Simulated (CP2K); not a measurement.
A run of CP2K 2026.2 is set up as follows.

au_bands.inp

```
&GLOBAL
  PROJECT au_bands
  RUN_TYPE ENERGY_FORCE
  PRINT_LEVEL LOW
&END GLOBAL
&FORCE_EVAL
  METHOD QS
  STRESS_TENSOR ANALYTICAL
  &DFT
    BASIS_SET_FILE_NAME BASIS_MOLOPT_UZH
    POTENTIAL_FILE_NAME GTH_POTENTIALS
    &MGRID
      CUTOFF 500
      REL_CUTOFF 60
      NGRIDS 4
    &END MGRID
    &QS
      METHOD GPW
      EPS_DEFAULT 1.0E-10
    &END QS
    &KPOINTS
      SCHEME MONKHORST-PACK 11 11 6
      GAMMA_CENTERED T
      SYMMETRY T
      SYMMETRY_BACKEND SPGLIB
    &END KPOINTS
    &SCF
      SCF_GUESS ATOMIC
      EPS_SCF 1.0E-6
      MAX_SCF 100
      ADDED_MOS 16
      CHOLESKY OFF
      EPS_EIGVAL 1.0E-7
      &DIAGONALIZATION ON
        ALGORITHM STANDARD
      &END DIAGONALIZATION
      &MIXING ON
        METHOD BROYDEN_MIXING
        ALPHA 0.4
        BETA 1.5
        NBUFFER 8
      &END MIXING
      &SMEAR ON
        METHOD FERMI_DIRAC
        ELECTRONIC_TEMPERATURE 300.56
      &END SMEAR
    &END SCF
    &XC
      &XC_FUNCTIONAL
        &LDA_X
        &END LDA_X
        &LDA_C_PW
        &END LDA_C_PW
      &END XC_FUNCTIONAL
    &END XC
    &PRINT
      &KPOINTS ON
      &END KPOINTS
      &MULLIKEN ON
      &END MULLIKEN
      &MO ON
        ENERGIES T
        OCCUPATION_NUMBERS T
        &EACH
          QS_SCF 0
        &END EACH
        ADD_LAST NUMERIC
      &END MO
      &LOWDIN ON
      &END LOWDIN
      &HIRSHFELD ON
        SHAPE_FUNCTION DENSITY
      &END HIRSHFELD
      &BAND_STRUCTURE
        FILE_NAME bands.bs
        ADDED_MOS 6
        &KPOINT_SET
          UNITS B_VECTOR
          NPOINTS 6
          SPECIAL_POINT GAMMA 0.00000000 0.00000000 0.00000000
          SPECIAL_POINT X 0.32622297 0.32622297 0.00000000
          SPECIAL_POINT S 0.00000000 0.50000000 0.00000000
          SPECIAL_POINT R 0.00000000 0.50000000 0.50000000
          SPECIAL_POINT A 0.32622297 0.32622297 0.50000000
          SPECIAL_POINT Z 0.00000000 0.00000000 0.50000000
          SPECIAL_POINT GAMMA 0.00000000 0.00000000 0.00000000
          SPECIAL_POINT Y -0.50000000 0.50000000 0.00000000
          SPECIAL_POINT X1 -0.32622297 0.67377703 0.00000000
          SPECIAL_POINT A1 -0.32622297 0.67377703 0.50000000
          SPECIAL_POINT T -0.50000000 0.50000000 0.50000000
          SPECIAL_POINT Y -0.50000000 0.50000000 0.00000000
        &END KPOINT_SET
        &KPOINT_SET
          UNITS B_VECTOR
          NPOINTS 6
          SPECIAL_POINT Z 0.00000000 0.00000000 0.50000000
          SPECIAL_POINT T -0.50000000 0.50000000 0.50000000
        &END KPOINT_SET
      &END BAND_STRUCTURE
    &END PRINT
  &END DFT
  &SUBSYS
    &CELL
      A 2.9196899571 0.0000000000 0.0000000000
      B -1.5553013771 2.4709567119 0.0000000000
      C 0.0000000000 0.0000000000 4.8931696100
      PERIODIC XYZ
    &END CELL
    &COORD
      SCALED
      Au  0.3346720300 0.6653279700 0.2500000000
      Au  0.6653279700 0.3346720300 0.7500000000
    &END COORD
    &KIND Au
      BASIS_SET TZVP-MOLOPT-PBE-GTH-q11
      POTENTIAL GTH-PADE-q11
    &END KIND
    &PRINT
      &ATOMIC_COORDINATES ON
      &END ATOMIC_COORDINATES
      &CELL ON
      &END CELL
    &END PRINT
  &END SUBSYS
  &PRINT
    &FORCES ON
    &END FORCES
    &STRESS_TENSOR ON
    &END STRESS_TENSOR
  &END PRINT
&END FORCE_EVAL
```

Potentials or basis: GTH_POTENTIALS Au GTH-PADE-q11; TZVP-MOLOPT-PBE-GTH basis.

The run is started by

```console
$ OMP_NUM_THREADS=1 cp2k.psmp -i au_bands.inp -o au_bands.out
```

**Question.** Estimate the pressure.

**Answer.** -5.1 GPa.

**Question.** Estimate the largest force.

**Answer.** 0.020 eV/Å.

Forces on the atoms (eV/Å):
```
Au   0.017 -0.009  0.000
Au  -0.017  0.009  0.000
```

Caveat: the basis of atomic orbitals isn't converged, which shifts pressures, moduli and gaps.
